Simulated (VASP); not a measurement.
# W (Fm-3m) in VASP: notebook

One crystal, W, is run at these levels: PBE; tasks: single point.

Program: VASP 6.6.1. These are calculated values, not measurements. Logs are shortened: lines on timing, memory, paths and dates and some standing lists are left out, and cuts for length are marked.

### Step 1. Starting point

Symmetry: Fm-3m, No. 225, cubic system. Conventional cell: a = 4.060 Å, b = 4.060 Å, c = 4.060 Å, α = 90.00°, β = 90.00°, γ = 90.00°. W (site symmetry m-3m) is surrounded by 12 W at 2.87 Å.

This isn't the form of W at room conditions, which is bcc.

### Step 2. Single point, PBE

INCAR

```
SYSTEM = W
  ADDGRID = .FALSE.
  ALGO = Normal
  EDIFF = 1E-7
  ENCUT = 350
  GGA = PE
  ISIF = 2
  ISMEAR = 0
  LASPH = .TRUE.
  LCHARG = .FALSE.
  LREAL = .FALSE.
  LWAVE = .FALSE.
  NBANDS = 13
  NELM = 100
  PREC = Accurate
  SIGMA = 0.15
```

KPOINTS

```
k-points
0
G
  10 10 10
  0 0 0
```

POSCAR

```
W
1.0
    0.0000000000      2.0300000000      2.0300000000
    2.0300000000      0.0000000000      2.0300000000
    2.0300000000      2.0300000000      0.0000000000
W
1
Direct
    0.0000000000      0.0000000000      0.0000000000
```

Potentials or basis: VASP PAW PBE potentials, release 64 (W_sv).

On the command line:

```console
cat potpaw_PBE.64/W_sv/POTCAR > POTCAR
mpirun -np 1 vasp_std > vasp.out
```

OUTCAR:

```text
SYSTEM = W
   EDIFF = 1E-7
   ENCUT = 350
   GGA = PE
   ISIF = 2
   ISMEAR = 0
   LASPH = .TRUE.
   LREAL = .FALSE.
   NELM = 100
   PREC = Accurate

 Found     47 irreducible k-points:

 Following reciprocal coordinates:
            Coordinates               Weight
  0.000000  0.000000  0.000000      1.000000
  0.100000  0.000000  0.000000      8.000000
  0.200000  0.000000  0.000000      8.000000
  0.300000  0.000000  0.000000      8.000000
  0.400000  0.000000  0.000000      8.000000
  0.500000  0.000000  0.000000      4.000000
   k-points           NKPTS =     47   k-points in BZ     NKDIM =     47   number of bands    NBANDS=     13
   number of dos      NEDOS =    301   number of ions     NIONS =      1
   total plane-waves  NPLWV =   5832
   dimension x,y,z NGX =    18 NGY =   18 NGZ =   18
   dimension x,y,z NGXF=    36 NGYF=   36 NGZF=   36
   ions per type =               1
   NGX,Y,Z   is equivalent  to a cutoff of  10.42, 10.42, 10.42 a.u.
   NGXF,Y,Z  is equivalent  to a cutoff of  20.85, 20.85, 20.85 a.u.
 SYSTEM =  W
   PREC   = accura    normal or accurate (medium, high low for compatibility)
   ISTART =      0    job   : 0-new  1-cont  2-samecut
   ICHARG =      2    charge: 1-file 2-atom 10-const
   ISPIN  =      1    spin polarized calculation?
   LNONCOLLINEAR =      F non collinear calculations
   LSORBIT =      F    spin-orbit coupling
   LASPH  =      T    aspherical Exc in radial PAW
   ENCUT  =  350.0 eV  25.72 Ry    5.07 a.u.   4.38  4.38  4.38*2*pi/ulx,y,z
   NELM   =    100;   NELMIN=  2; NELMDL= -5     # of ELM steps
   EDIFF  = 0.1E-06   stopping-criterion for ELM
   LREAL  =      F    real-space projection
   EDIFFG = 0.1E-05   stopping-criterion for IOM
   NSW    =      0    number of steps for IOM
   IBRION =     -1    ionic relax: 0-MD 1-quasi-New 2-CG
   NFREE  =      0    steps in history (QN), initial steepest desc. (CG)
   ISIF   =      2    stress and relaxation
   ISYM   =      2    0-nonsym 1-usesym 2-fastsym
   POTIM  = 0.5000    time-step for ionic-motion
   TEBEG  =    0.0;   TEEND  =   0.0 temperature during run
   PSTRESS=    0.0 pullay stress
   NELECT =      14.0000    total number of electrons
   NUPDOWN=      -1.0000    fix difference up-down
   EMIN   =  10.00;   EMAX   =-10.00  energy-range for DOS
   EFERMI =   0.00;   METHOD = LEGACY
   ISMEAR =     0;   SIGMA  =   0.15  broadening in eV -4-tet -1-fermi 0-gaus
   EFERMI_NEDOS =   21; number of points for ismear=-14 and -15
   IALGO  =     38    algorithm
   IMIX   =      4    mixing-type and parameters
     AMIX     =   0.40;   BMIX     =  1.00
     AMIX_MAG =   1.60;   BMIX_MAG =  1.00
  volume/ion in A,a.u.               =      16.73       112.91
  Fermi-wavevector in a.u.,A,eV,Ry     =   1.542688  2.915258 32.380324  2.379887
  Thomas-Fermi vector in A             =   2.648457
   LORBIT       =      0    0 simple, 1 ext, 2 COOP (PROOUT), +10 PAW based schemes
   GGA     = PE    functional components
   LHFCALC =     F    Hartree Fock is set to
   AEXX    =    0.0000 exact exchange contribution
   IVDW    =     0    specifies the selected vdW correction
   LEPSILON=     F    determine dielectric tensor
   LRPA    =     F    only Hartree local field effects (RPA)
 non-spin polarized calculation
 Gauss-broadening in eV      SIGMA  =   0.15
  energy-cutoff  :      350.00
  volume of cell :       16.73
 maximum number of plane-waves:       262
 NGX is ok and might be reduce to    18
   NGX =  9   NGY =  9   NGZ =  9

 number of electron      14.0000004 magnetization

 Free energy of the ion-electron system (eV)
  ---------------------------------------------------
  ext. energy  EPLUGINS =         0.00000000
  ---------------------------------------------------
  free energy    TOTEN  =       -12.46795790 eV

  energy without entropy =      -12.45453714  energy(sigma->0) =      -12.46124752

 E-fermi :  10.1975     XC(G=0): -13.3310

 val. band max:       10.1707336403   @ k =  -0.1000   0.1000   0.0000
 cond. band min:      10.2420359362   @ k =   0.5000   0.1000   0.0000
 fundamental gap:      0.0713022959
 Fermi energy:        10.1975394072

 k-point     1 :       0.0000    0.0000    0.0000
  band No.  band energies     occupation
      1     -63.4994      2.00000
      2     -27.1523      2.00000
      3     -27.1523      2.00000
      4     -27.1523      2.00000
      5       1.3351      2.00000
      6       9.6867      2.00000
      7       9.6867      2.00000
      8       9.6867      2.00000
      9      12.7251      0.00000
     10      12.7251      0.00000
     11      22.9900      0.00000
     12      28.1126      0.00000
     13      28.1126      0.00000

 k-point     2 :       0.1000    0.0000    0.0000
  band No.  band energies     occupation
      1     -63.4902      2.00000
      2     -27.2611      2.00000
      3     -27.1663      2.00000
      4     -27.1663      2.00000
      5       1.7573      2.00000
      6       9.3776      2.00000
      7       9.8747      1.99766
      8       9.8747      1.99766
      9      12.5659      0.00000
     10      12.5659      0.00000
     11      23.8099      0.00000
     12      26.5798      0.00000
     13      28.9034      0.00000

 k-point     3 :       0.2000    0.0000    0.0000
  band No.  band energies     occupation
      1     -63.4658      2.00000
      2     -27.5388      2.00000
      3     -27.2028      2.00000
      4     -27.2028      2.00000
      5       2.8669      2.00000
      6       8.8229      2.00000
      7      10.1498      1.34746
      8      10.1498      1.34746
      9      12.5223      0.00000
     10      12.5223      0.00000
     11      24.0628      0.00000
     12      26.1563      0.00000
     13      31.0528      0.00000

 k-point     4 :       0.3000    0.0000    0.0000
  band No.  band energies     occupation
      1     -63.4360      2.00000
      2     -27.8694      2.00000
      3     -27.2475      2.00000
      4     -27.2475      2.00000
      5       4.0864      2.00000
      6       8.8278      2.00000
      7       9.9663      1.97074
      8       9.9663      1.97074
      9      13.3216      0.00000
     10      13.3216      0.00000
     11      22.3853      0.00000
     12      26.3723      0.00000
     13      32.9583      0.00000

 k-point     5 :       0.4000    0.0000    0.0000
  band No.  band energies     occupation
      1     -63.4116      2.00000
      2     -28.1275      2.00000
      3     -27.2833      2.00000
      4     -27.2833      2.00000
      5       4.6464      2.00000
      6       9.6190      2.00000
      7       9.6190      2.00000
      8       9.9294      1.98854
      9      14.5255      0.00000
     10      14.5255      0.00000
     11      21.0280      0.00000
     12      23.7522      0.00000
     13      29.9095      0.00000

 k-point     6 :       0.5000    0.0000    0.0000
  band No.  band energies     occupation
      1     -63.4021      2.00000
      2     -28.2240      2.00000
      3     -27.2969      2.00000
      4     -27.2969      2.00000
      5       4.7259      2.00000
      6       9.4739      2.00000
      7       9.4739      2.00000
      8      10.8041      0.00000
      9      15.1291      0.00000
     10      15.1291      0.00000
     11      20.2230      0.00000
     12      22.6182      0.00000
     13      28.6797      0.00000

 [... further k-points ...]

------------------------ aborting loop because EDIFF is reached ----------------------------------------

  FORCE on cell =-STRESS in cart. coord.  units (eV):
  Direction    XX          YY          ZZ          XY          YZ          ZX
  --------------------------------------------------------------------------------------
  -------------------------------------------------------------------------------------
  Total       -0.4159240     -0.4159240     -0.4159240      0.0000000      0.0000000      0.0000000
  in kB      -39.8296484    -39.8296484    -39.8296484      0.0000000      0.0000000      0.0000000
  external PRESSURE =     -39.8296484 kB  Pullay stress =       0.0000000 kB

 VOLUME and BASIS-vectors are now :
 -----------------------------------------------------------------------------
  energy-cutoff  :      350.00
  volume of cell :       16.73
      direct lattice vectors                 reciprocal lattice vectors
     0.000000000  2.030000000  2.030000000    -0.246305419  0.246305419  0.246305419
     2.030000000  0.000000000  2.030000000     0.246305419 -0.246305419  0.246305419
     2.030000000  2.030000000  0.000000000     0.246305419  0.246305419 -0.246305419

 POSITION                                       TOTAL-FORCE (eV/Angst)
 -----------------------------------------------------------------------------------
      0.00000      0.00000      0.00000         0.000000      0.000000      0.000000
 -----------------------------------------------------------------------------------
    total drift:                                0.000000     -0.000000      0.000000

  FREE ENERGIE OF THE ION-ELECTRON SYSTEM (eV)
  ---------------------------------------------------
  free  energy   TOTEN  =       -12.4679579008 eV

  energy  without entropy=      -12.4545371442  energy(sigma->0) =      -12.46124752
```

Run time: 4.3 s. Hardware: 1 thread of Intel Xeon Platinum 8488C (Sapphire Rapids), shared host; peak memory 0.12 GiB.

The run converged, but some of its settings lie outside the range that counts as converged, so its numbers aren't taken as properties of the crystal.

Results:

```
Free energy            : -12.4680 eV
Pressure               : -4.0 GPa
Band gap on the k mesh : none (metal or under the smearing width)
```

(Continued in part 2 of 2.)
